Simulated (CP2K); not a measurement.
The system is HfO2.

```
Hf O
1.0
     3.61685    0.00000    0.00000
     1.80843    3.13229    0.00000
     1.80843    1.04410    2.95315
Hf O
1 2
Direct
  0.00000 0.00000 0.00000
  0.75000 0.75000 0.75000
  0.25000 0.25000 0.25000
```

Measurements of this composition are mostly on another form, of space group No. 14.

Base run:

| Property | Result |
| --- | --- |
| Program | CP2K 2026.2 |
| Functional | AM05 |
| Potentials or basis | POTENTIAL_UZH Hf GTH-PBE-q12, O GTH-PBE-q6; TZVP-MOLOPT-PBE-GTH basis |
| Density cutoff | 11565 eV |
| k mesh | 9 × 9 × 9 |
| Occupations | fermi-dirac, width 0.05 eV |
| Spin | no spin polarisation |

Its results: band gap on the k mesh 3.92 eV, indirect (least direct gap 4.03 eV); pressure -13.3 GPa.

Question: After a change of settings the same cell gave: band gap on the k mesh 3.99 eV, indirect (least direct gap 4.10 eV); pressure -8.3 GPa. Which change was it?
A. functional from AM05 to PBEsol
B. functional from AM05 to TASK
C. functional from AM05 to PW91
D. functional from AM05 to BEEF-vdW

Answer: C.

PW91 binds less tightly than AM05, so the same cell stands under more pressure.

Caveats: the potentials were made for another functional, which shifts forces and pressure; spin-orbit coupling is left out, which moves the levels of the heavy elements; the mesh misses the band edges, which the band path finds closer together; the basis of atomic orbitals isn't converged, which shifts pressures, moduli and gaps.

Runs at the PBE level aren't shown here.
